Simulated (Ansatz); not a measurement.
## Pt: pressure against volume

Pt, P6_3/mmc, a = 2.733 Å, c = 4.765 Å. This isn't the element's structure at ambient conditions. Ansatz: r2SCAN, PAW, 500 eV, Γ-centred 18×18×10 mesh on 2 atoms, Gaussian smearing 0.10 eV; no spin polarisation. Shape and atoms are relaxed at each volume; pressure is positive in compression.

```tsv
V (Å³/atom)	P (GPa)
13.563	?
14.025	31.92
14.487	19.18
14.950	8.66
15.412	0.01
15.875	-7.08
16.337	-12.85
16.953	-18.81
```

Question: Take V0 = 15.412 Å³/atom, count pressures from its P0 = 0.01 GPa, fit the third-order Birch–Murnaghan form to the other rows, and predict the missing pressure.

Answer: With the Eulerian strain f = ½[(V0/V)^(2/3) − 1] and y = (P − P0)/[3f(1 + 2f)^(5/2)], the form is the line y = B0 + 1.5 B0 (B0′ − 4) f. Rows (f, y): 0.03244, 280.2; 0.02106, 273.7; 0.01025, 267.4; -0.00977, 254.1; -0.01906, 247.9; -0.03078, 238.9. Means f = 0.0006900, y = 260.37; Σ(Δf)² = 0.003004, ΣΔfΔy = 1.956; the slope is their ratio. y = 259.9 + 651.0 f GPa, so B0 = 259.9 GPa and B0′ = 4 + 2 × (651.0)/(3 × 259.9) = 5.67. At V = 13.563, f = 0.04447, y = 288.85 and P = 47.69 GPa. The run gave 47.36 GPa, so the fit is 0.33 GPa too high, a small miss on the scale of the series.

Spin–orbit coupling is left out, which can shift energies with elements as heavy as these.